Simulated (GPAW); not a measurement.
# GaAs (F-43m) in GPAW: a series of runs

Aim: see how the results for GaAs move with the level of theory and the settings. Levels: OLYP, revPBE+D4, PBE. Tasks: equation of state.

All numbers are computed with GPAW 26.7.0; they aren't measurements. Logs are shortened: lines on timing, memory, paths and dates and some standing lists are left out, and cuts for length are marked. The log counts tension as positive stress, the text compression.

**1. The crystal as given**

The structure is cubic, space group F-43m (No. 216). The conventional cell has a = 5.654 Å, b = 5.654 Å, c = 5.654 Å, α = 90.00°, β = 90.00°, γ = 90.00°. As (site symmetry -43m) is surrounded by 4 Ga at 2.45 Å. Around Ga (site symmetry -43m) lie 4 As at 2.45 Å.

**2. Equation of state, OLYP**

run.py

```python
from ase import Atoms
from ase.eos import EquationOfState
from ase.io import Trajectory
from ase.units import GPa
from gpaw import GPAW, PW, setup_paths

setup_paths.insert(0, '.')

atoms = Atoms(['As', 'Ga'],
              cell=[[0.0, 2.82685, 2.82685],
                    [2.82685, 0.0, 2.82685],
                    [2.82685, 2.82685, 0.0]],
              scaled_positions=[[0.75, 0.75, 0.75],
                                [0.0, 0.0, 0.0]],
              pbc=True)

traj = Trajectory('eos.traj', 'w')
volumes, energies = [], []
for x in [0.94, 0.96, 0.98, 1.0, 1.02, 1.04, 1.06]:
    a = atoms.copy()
    a.set_cell(atoms.cell * x**(1 / 3), scale_atoms=True)
    calc = GPAW(mode=PW(600),
                xc='GGA_X_OPTX+GGA_C_LYP',
                kpts={'size': (8, 8, 8), 'gamma': True},
                occupations={'name': 'fermi-dirac', 'width': 0.05},
                nbands=11,
                convergence={'density': 1e-05, 'energy': 1e-05},
                eigensolver='davidson',
                maxiter=150,
                txt=f'eos-{x:.2f}.txt')
    a.calc = calc
    energies.append(a.get_potential_energy(force_consistent=True))
    volumes.append(a.get_volume())
    p = -a.get_stress()[:3].mean() / GPa
    calc.write(f'eos-{x:.2f}.gpw')
    traj.write(a)
    print(f'{x:.2f} {volumes[-1]:10.4f} A^3 {energies[-1]:14.6f} eV {p:9.3f} GPa', flush=True)

v0, e0, B = EquationOfState(volumes, energies, eos='birchmurnaghan').fit()
print(f'V0 = {v0:.4f} A^3, E0 = {e0:.6f} eV, B0 = {B / GPa:.2f} GPa')
```

Potentials or basis: PAW data sets generated in the run's folder for this functional, pw.

Command:

```bash
gpaw-setup -f GGA_X_OPTX+GGA_C_LYP As Ga
OMP_NUM_THREADS=1 python run.py
```

Output:

```text
__  _  _
 | _ |_)|_||  |
 |__||  | ||/\| - 26.7.0

Input parameters:
  mode=PW(ecut=600.0),
  convergence={'density': 1e-05, 'energy': 1e-05},
  eigensolver=Davidson(niter=2),
  kpts=MonkhorstPack(size=(8, 8, 8), gamma=True),
  maxiter=150,
  nbands=11,
  occupations=Occupations(name='fermi-dirac', width=0.05),
  xc=XC(name='GGA_X_OPTX+GGA_C_LYP')

Diagonalizing LCAO Hamiltonian
Converting LCAO to pw mode

                    As

       Ga

Atoms  # Å, Bohr magnetons
|   | symbol |        x |        y |        z |    initial magnetic moments |
|---|--------|----------|----------|----------|-----------------------------|
| 0 |     As | 4.182967 | 4.182967 | 4.182967 | ( 0.0000,  0.0000,  0.0000) |
| 1 |     Ga | 0.000000 | 0.000000 | 0.000000 | ( 0.0000,  0.0000,  0.0000) |

Unit cell  # Å
| periodic |        x |        y |        z |  lengths |    angles |
|----------|----------|----------|----------|----------|-----------|
|      yes | 0.000000 | 2.788645 | 2.788645 | 3.943739 | 60.000000 |
|      yes | 2.788645 | 0.000000 | 2.788645 | 3.943739 | 60.000000 |
|      yes | 2.788645 | 2.788645 | 0.000000 | 3.943739 | 60.000000 |

Number of symmetries: 24
Symmetry operations  # r_c * U_cc + t_c -> r_c
|    | kind |            matrix            |
|----|------|------------------------------|
|  0 |  E   |  1, 0, 0,  0, 1, 0,  0, 0, 1 |
|  1 |  σ   |  1, 0, 0,  0, 0, 1,  0, 1, 0 |
|  2 |  σ   |  1, 0,-1,  0, 1,-1,  0, 0,-1 |
|  3 |  C3  |  1, 0,-1,  0, 0,-1,  0, 1,-1 |
|  4 |  C3  |  1,-1, 0,  0,-1, 1,  0,-1, 0 |
|  5 |  σ   |  1,-1, 0,  0,-1, 0,  0,-1, 1 |
|  6 |  σ   |  0, 1, 0,  1, 0, 0,  0, 0, 1 |
|  7 |  C3  |  0, 1, 0,  0, 0, 1,  1, 0, 0 |
|  8 |  C2  |  0, 1,-1,  1, 0,-1,  0, 0,-1 |
|  9 |  S4  |  0, 1,-1,  0, 0,-1,  1, 0,-1 |
| 10 |  C3  |  0, 0, 1,  1, 0, 0,  0, 1, 0 |
| 11 |  σ   |  0, 0, 1,  0, 1, 0,  1, 0, 0 |
| 12 |  S4  |  0, 0,-1,  1, 0,-1,  0, 1,-1 |
| 13 |  C3  |  0, 0,-1,  0, 1,-1,  1, 0,-1 |
| 14 |  S4  |  0,-1, 1,  1,-1, 0,  0,-1, 0 |
| 15 |  C2  |  0,-1, 1,  0,-1, 0,  1,-1, 0 |
| 16 |  C3  |  0,-1, 0,  1,-1, 0,  0,-1, 1 |
| 17 |  S4  |  0,-1, 0,  0,-1, 1,  1,-1, 0 |
| 18 |  S4  | -1, 1, 0, -1, 0, 1, -1, 0, 0 |
| 19 |  C3  | -1, 1, 0, -1, 0, 0, -1, 0, 1 |
| 20 |  C3  | -1, 0, 1, -1, 1, 0, -1, 0, 0 |
| 21 |  S4  | -1, 0, 1, -1, 0, 0, -1, 1, 0 |
| 22 |  σ   | -1, 0, 0, -1, 1, 0, -1, 0, 1 |
| 23 |  C2  | -1, 0, 0, -1, 0, 1, -1, 1, 0 |

BZ-sampling:
  Number of BZ points: 512
  Number of IBZ points: 29

  Monkhorst-Pack size: [8, 8, 8]
  Monkhorst-Pack shift: [0.0625, 0.0625, 0.0625]

K-points  # in reciprocal-cell coordinates
|     |                                coordinates |     weight |
|-----|--------------------------------------------|------------|
|   0 | (  0.00000000,   0.00000000,   0.00000000) | 0.00195312 |
|   1 | (  0.12500000,   0.12500000,   0.00000000) | 0.01171875 |
|   2 | (  0.12500000,   0.12500000,   0.12500000) | 0.01562500 |
|   3 | (  0.25000000,   0.12500000,   0.12500000) | 0.02343750 |
|   4 | (  0.25000000,   0.25000000,   0.00000000) | 0.01171875 |
|   5 | (  0.25000000,   0.25000000,   0.12500000) | 0.04687500 |
|   6 | (  0.25000000,   0.25000000,   0.25000000) | 0.01562500 |
|   7 | (  0.37500000,   0.25000000,  -0.37500000) | 0.04687500 |
|   8 | (  0.37500000,   0.25000000,   0.12500000) | 0.04687500 |
|   9 | (  0.37500000,   0.25000000,   0.25000000) | 0.04687500 |
| ... |                                            |            |
|  28 | (  0.50000000,   0.50000000,   0.50000000) | 0.00781250 |

Plane wave coefficients: 1459
Cutoff: 600.0 eV

Spin-components: 1 (collinear spins)
Bands:           11
Projectors:      10
Spin-degeneracy: 2
Datatype:        complex128

Parallelization:
  kpt:    1
  domain: 1
  band:   1

Density:
  Valence electrons: 8.0
  Components: 1
  Grid points: [24 24 24]
  Charge: 0.0  # |e|

Potential:
  Grid points: [24 24 24]

species:
  As:
    name:    Arsenic
    Z:       33.0
    valence: 5
    core:    28
    charge:  0.0  # [|e|]
    compensation charges:
      type: gauss
      rc: 0.33  # [Å]
      lmax: 2
    cutoffs:
      filter: 1.87  # [Å]
      core: 2.96  # [Å]
    projectors
    | kind |    occ | energy [eV] | rcut [Å] |
    |------|--------|-------------|----------|
    |   4s |  2.000 |     -14.308 |    1.058 |
    |   4p |  3.000 |      -5.028 |    1.058 |
    |    s |        |      12.904 |    1.058 |
    |    p |        |      22.184 |    1.058 |
    |    d |        |       0.000 |    1.058 |

    Using partial waves for As as LCAO basis

  Ga:
    name:    Gallium
    Z:       31.0
    valence: 3
    core:    28
    charge:  0.0  # [|e|]
    compensation charges:
      type: gauss
      rc: 0.37  # [Å]
      lmax: 2
    cutoffs:
      filter: 2.06  # [Å]
      core: 4.17  # [Å]
    projectors
    | kind |    occ | energy [eV] | rcut [Å] |
    |------|--------|-------------|----------|
    |   4s |  2.000 |      -8.696 |    1.164 |
    |   4p |  1.000 |      -2.368 |    1.164 |
    |    s |        |      18.515 |    1.164 |
    |    p |        |      24.843 |    1.164 |
    |    d |        |       0.000 |    1.164 |

    Using partial waves for Ga as LCAO basis

Reference energy: -114436.396258  # eV

eigensolver:
  Davidson
  Converge bands: occupied
  niter=2

density mixing:
  MSR1-Mixer
  Pratt-step length: 0.05
  Maximum mixing coefficient: 0.75
  Old densities: 10
  SVD Regularization: 0.005
  Good broyden scale: 1.0
  Trust region scale: 1.0
  Backstep threshold: 4.0
  History deletion threshold: 6.0
  Fourier metric: weight=20.0, sigma=0.015

occupation numbers:
  Fermi-Dirac:
    width: 0.0500  # eV

poisson solver:
  ecut: 4800.0  # eV

xc functional:
  name: GGA_X_OPTX+GGA_C_LYP with 2 nearest neighbor stencil

convergence criteria:
- Maximum integral of absolute [dens]ity change: 1e-05 electrons / valence electron
- Maximum [total energy] change in last 3 cyles: 1e-05 eV / valence electron
- Maximum integral of absolute [eigenst]ate change: 4e-08 eV^2 / valence electron
maximum number of iterations: 150

SCF iterations
|iter     | |      energy | eigst |  dens |
|---------|-|-------------|-------|-------|
|iter:   1| |   -6.935136 | -0.64 |       |
|iter:   2| |   -6.924016 | -2.90 | -0.88 |
|iter:   3| |   -6.910659 | -2.03 | -0.91 |
|iter:   4| |   -6.921825 | -3.14 | -1.52 |
|iter:   5| |   -6.924738 | -3.74 | -1.96 |
|iter:   6| |   -6.925062 | -4.59 | -2.60 |
|iter:   7| |   -6.925084 | -5.59 | -3.28 |
|iter:   8| |   -6.925086c| -6.54 | -3.91 |
|iter:   9| |   -6.925087c| -7.42c| -4.54 |
|iter:  10| |   -6.925087c| -8.01c| -4.96 |
|iter:  11| |   -6.925087c| -9.70c| -5.77c|

Converged in 11 steps
Energy contributions relative to reference atoms: (reference = -114436.396258)

Energy contributions:
  Kinetic:          32.198450
  Coulomb:         -27.775662
  Zero:             -0.006467
  External:          0.000000
  Xc:              -11.341407
  Entropy:          -0.000000
  Spinorbit:         0.000000
  ----------------------------
  Free energy:      -6.925087
  Extrapolated:     -6.925087

dipole moment: (-10.566548, -10.566548, -10.566548)  # |e|*Ang

Fermi level: 6.146
Eigenvalues  # (at kpt = [0.000, 0.000, 0.000])
| band index |      eig [eV] | occ [0-2] |
|------------|---------------|-----------|
|          0 |        -7.359 |     2.000 |
|          1 |         5.527 |     2.000 |
|          2 |         5.527 |     2.000 |
|          3 |         5.527 |     2.000 |
|          4 |         6.711 |     0.000 |
|          5 |         9.405 |     0.000 |
|          6 |         9.405 |     0.000 |
|          7 |         9.405 |     0.000 |
|          8 |        14.025 |     0.000 |
|          9 |        15.688 |     0.000 |
|         10 |        15.964 |     0.000 |

Gap: 1.184 eV
Transition (v -> c):
  (s=0, k=0, n=3, [0.00, 0.00, 0.00]) -> (s=0, k=0, n=4, [0.00, 0.00, 0.00])
No difference between direct/indirect transitions

Stress tensor  # eV/Ang^3
|         x |         y |         z |
|-----------|-----------|-----------|
| -0.056623 |  0.000000 |  0.000000 |
|  0.000000 | -0.056623 | -0.000000 |
|  0.000000 | -0.000000 | -0.056623 |

# Writing to eos-0.96.gpw (mode='')
```

Wall time 71 s (1 thread of Arm Neoverse V1, shared host); peak memory 0.22 GiB.

What came out:

```yaml
Equilibrium_volume: "24.43 Å³/atom (rough: see the caveat)"
Bulk_modulus: 58 GPa (rough)
```

Energy against volume, from the lowest point:
```
volume (Å³/atom)  energy (meV/atom)
          21.234              96.17
          21.686              67.59
          22.138              44.75
          22.590              27.07
          23.041              14.03
          23.493               5.15
          23.945               0.00
```

Caveat: the minimum lies outside the volumes run.

**3. Equation of state, revPBE+D4**

Edit run.py of step 2 so:

```diff
@@ -1,2 +1,3 @@
 from ase import Atoms
+from ase.calculators.mixing import SumCalculator
 from ase.eos import EquationOfState
@@ -4,5 +5,4 @@
 from ase.units import GPa
-from gpaw import GPAW, PW, setup_paths
-
-setup_paths.insert(0, '.')
+from dftd4.ase import DFTD4
+from gpaw import GPAW, PW
 
@@ -22,3 +22,3 @@
     calc = GPAW(mode=PW(600),
-                xc='GGA_X_OPTX+GGA_C_LYP',
+                xc='revPBE',
                 kpts={'size': (8, 8, 8), 'gamma': True},
@@ -27,7 +27,6 @@
                 convergence={'density': 1e-05, 'energy': 1e-05},
-                eigensolver='davidson',
                 maxiter=150,
                 txt=f'eos-{x:.2f}.txt')
-    a.calc = calc
-    energies.append(a.get_potential_energy(force_consistent=True))
+    a.calc = SumCalculator([calc, DFTD4(method='revpbe')])
+    energies.append(a.get_potential_energy())
     volumes.append(a.get_volume())
```

Potentials or basis: the program's PAW data sets (release 1.2.1) made for this functional, pw.

Command:

```bash
OMP_NUM_THREADS=1 python run.py
```

Output:

```text
__  _  _
 | _ |_)|_||  |
 |__||  | ||/\| - 26.7.0

Input parameters:
  mode=PW(ecut=600.0),
  convergence={'density': 1e-05, 'energy': 1e-05},
  kpts=MonkhorstPack(size=(8, 8, 8), gamma=True),
  maxiter=150,
  nbands=11,
  occupations=Occupations(name='fermi-dirac', width=0.05),
  xc=XC(name='revPBE')

Diagonalizing LCAO Hamiltonian
Converting LCAO to pw mode

                    As

       Ga

Atoms  # Å, Bohr magnetons
|   | symbol |        x |        y |        z |    initial magnetic moments |
|---|--------|----------|----------|----------|-----------------------------|
| 0 |     As | 4.182967 | 4.182967 | 4.182967 | ( 0.0000,  0.0000,  0.0000) |
| 1 |     Ga | 0.000000 | 0.000000 | 0.000000 | ( 0.0000,  0.0000,  0.0000) |

Unit cell  # Å
| periodic |        x |        y |        z |  lengths |    angles |
|----------|----------|----------|----------|----------|-----------|
|      yes | 0.000000 | 2.788645 | 2.788645 | 3.943739 | 60.000000 |
|      yes | 2.788645 | 0.000000 | 2.788645 | 3.943739 | 60.000000 |
[... 173 lines left out ...]

Converged in 9 steps
Energy contributions relative to reference atoms: (reference = -114396.396665)

Energy contributions:
  Kinetic:          32.904797
  Coulomb:         -28.790161
  Zero:              0.014142
  External:          0.000000
  Xc:              -11.674273
  Entropy:          -0.000000
  Spinorbit:         0.000000
  ----------------------------
  Free energy:      -7.545495
  Extrapolated:     -7.545495

dipole moment: (-10.683804, -10.683804, -10.683804)  # |e|*Ang

Fermi level: 5.958
Eigenvalues  # (at kpt = [0.000, 0.000, 0.000])
| band index |      eig [eV] | occ [0-2] |
|------------|---------------|-----------|
|          0 |        -7.538 |     2.000 |
|          1 |         5.433 |     2.000 |
|          2 |         5.433 |     2.000 |
|          3 |         5.433 |     2.000 |
|          4 |         6.427 |     0.000 |
|          5 |         9.237 |     0.000 |
|          6 |         9.237 |     0.000 |
|          7 |         9.237 |     0.000 |
|          8 |        13.370 |     0.000 |
|          9 |        15.594 |     0.000 |
|         10 |        15.595 |     0.000 |

Gap: 0.993 eV
Transition (v -> c):
  (s=0, k=0, n=3, [0.00, 0.00, 0.00]) -> (s=0, k=0, n=4, [0.00, 0.00, 0.00])
No difference between direct/indirect transitions

Stress tensor  # eV/Ang^3
|         x |         y |         z |
|-----------|-----------|-----------|
| -0.059736 |  0.000000 |  0.000000 |
|  0.000000 | -0.059736 | -0.000000 |
|  0.000000 | -0.000000 | -0.059736 |

# Writing to eos-0.96.gpw (mode='')
```

Wall time 73 s (1 thread of Arm Neoverse V1, shared host); peak memory 0.21 GiB.

What came out:

| Quantity | Value |
| --- | --- |
| Equilibrium volume | 22.73 Å³/atom |
| Bulk modulus | 74 GPa |
| Pressure derivative of the bulk modulus | 4.8 |

Energy against volume, from the lowest point:
| volume (Å³/atom) | energy (meV/atom) |
| --- | --- |
| 21.234 | 25.58 |
| 21.686 | 11.87 |
| 22.138 | 3.55 |
| 22.590 | 0.00 |
| 23.041 | 0.77 |
| 23.493 | 5.33 |
| 23.945 | 13.29 |

Zero-point motion and thermal expansion aren't in these numbers.

**4. Equation of state, PBE**

run.py

```python
from ase.eos import EquationOfState
from ase.io import Trajectory, read
from ase.units import GPa
from gpaw import GPAW

atoms = read('POSCAR')

traj = Trajectory('eos.traj', 'w')
volumes, energies = [], []
for x in [0.94, 0.96, 0.98, 1.0, 1.02, 1.04, 1.06]:
    a = atoms.copy()
    a.set_cell(atoms.cell * x**(1 / 3), scale_atoms=True)
    calc = GPAW(mode='lcao',
                h=0.18,
                basis='szp(dzp)',
                xc='PBE',
                kpts={'size': (8, 8, 8), 'gamma': True},
                occupations={'name': 'fermi-dirac', 'width': 0.05},
                convergence={'density': 1e-05, 'energy': 1e-05},
                maxiter=150,
                txt=f'eos-{x:.2f}.txt')
    a.calc = calc
    energies.append(a.get_potential_energy(force_consistent=True))
    volumes.append(a.get_volume())
    calc.write(f'eos-{x:.2f}.gpw')
    traj.write(a)
    print(f'{x:.2f} {volumes[-1]:10.4f} A^3 {energies[-1]:14.6f} eV', flush=True)

v0, e0, B = EquationOfState(volumes, energies, eos='birchmurnaghan').fit()
print(f'V0 = {v0:.4f} A^3, E0 = {e0:.6f} eV, B0 = {B / GPa:.2f} GPa')
```

POSCAR

```
GaAs
1.0
    0.0000000000      2.8268500000      2.8268500000
    2.8268500000      0.0000000000      2.8268500000
    2.8268500000      2.8268500000      0.0000000000
As Ga
1 1
Direct
    0.7500000000      0.7500000000      0.7500000000
    0.0000000000      0.0000000000      0.0000000000
```

Potentials or basis: GPAW PAW data sets (gpaw-data 1.2.1), lcao:szp(dzp).

Command:

```bash
OMP_NUM_THREADS=1 python run.py
```

Wall time 4.1 min (1 thread of Arm Neoverse V1, shared host); peak memory 0.24 GiB.

The run converged, but some of its settings lie outside the range that counts as converged, so its numbers aren't taken as properties of the crystal.

Results:

| Quantity | Value |
| --- | --- |
| Equilibrium volume | 24.21 Å³/atom (rough: see the caveat) |
| Bulk modulus | 92 GPa (rough) |

Caveat: the energies scatter about the fit; the fit is doubtful: noisy points or a state that changes with volume; the minimum lies outside the volumes run; the basis of atomic orbitals isn't converged, which shifts pressures, moduli and gaps.
